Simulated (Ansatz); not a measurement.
**Compressing PtTe: a fit and a missing row**

PtTe, P6_3/mmc, a = 4.223 Å, c = 5.542 Å. The structure is a COD entry; whether it is the stable form wasn't checked. Ansatz: PBEsol, PAW, 420 eV, Γ-centred 12×12×8 mesh on 4 atoms, Gaussian smearing 0.10 eV; no spin polarisation. Shape and atoms are relaxed at each volume; pressure is positive in compression.

```
V (Å³/atom) P (GPa)
     20.115        ?
     20.756     4.50
     21.398     0.00
     22.040    -3.74
     22.682    -6.89
```

Task: Take V0 = 21.398 Å³/atom, fit the third-order Birch–Murnaghan form to the other rows, and predict the missing pressure.

Result: With the Eulerian strain f = ½[(V0/V)^(2/3) − 1] and y = P/[3f(1 + 2f)^(5/2)], the form is the line y = B0 + 1.5 B0 (B0′ − 4) f. Rows (f, y): 0.01026, 139.0; -0.00976, 134.2; -0.01905, 132.9. Means f = -0.006183, y = 135.37; Σ(Δf)² = 0.0004487, ΣΔfΔy = 0.09565; the slope is their ratio. y = 136.7 + 213.2 f GPa, so B0 = 136.7 GPa and B0′ = 4 + 2 × (213.2)/(3 × 136.7) = 5.04. At V = 20.115, f = 0.02104, y = 141.19 and P = 9.88 GPa. The run gave 9.88 GPa, the same to the digits shown. The form still works here, 33 % of the fitted range beyond its end.

Spin–orbit coupling is left out, which can shift energies with elements as heavy as these.